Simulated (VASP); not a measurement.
Runs of VASP 6.6.1 on ZnS (Wurtzite-2H). The structure is hexagonal, space group P6_3mc (No. 186). The conventional cell has a = 3.811 Å, b = 3.811 Å, c = 6.234 Å, α = 90.00°, β = 90.00°, γ = 120.00°. Around Zn (site symmetry 3m) lie 4 S at 2.31 to 2.40 Å. Around S (site symmetry 3m) lie 4 Zn at 2.31 to 2.40 Å. 

| task | level | cell | k mesh | cutoff (eV) | grid for exact exchange (PRECFOCK) | exchange at q = 0 | mesh quality | gap on the mesh (eV) | pressure (GPa) | relaxed volume (Å³/atom) | largest force (eV/Å) |
| --- | --- | --- | --- | --- | --- | --- | --- | --- | --- | --- | --- |
| band structure | r2SCAN50 | as given | 4 × 4 × 3 | 520 | Fast | default | coarse | - | 0.2 | - | 0.33 |
| relaxation of cell and atoms | vdW-DF | relaxed | 8 × 8 × 5 | 600 | - | - | not flagged | 1.94 | 0.0 | 21.23 | - |
| band structure | MS2 | as given | 8 × 8 × 5 | 520 | - | - | not flagged | 2.64 | (d) | - | (c) |
| relaxation of cell and atoms | MS2 | relaxed | 8 × 8 × 5 | 600 | - | - | not flagged | 2.60 | 0.0 | (b) | - |
| relaxation of cell and atoms | revTPSS | relaxed | 8 × 8 × 5 | 600 | - | - | not flagged | (a) | 0.0 | 19.76 | - |

Alike in all rows: potentials or basis VASP PAW PBE potentials, release 64 (Zn, S); no spin polarisation; smearing fermi-dirac 0.05 eV.

Q: Estimate the missing entries.

A: (a) 2.33; (b) 19.56; (c) 0.27; (d) -0.1.

Caveats: some runs use coarse meshes; the PAW data sets were made with another functional, which shifts forces and pressure a little; an unscreened hybrid on a path of extra k points without a Coulomb cutoff has errors near the mesh points, so the bands along the path aren't reliable (some runs).

Runs at the PBE level aren't shown here.
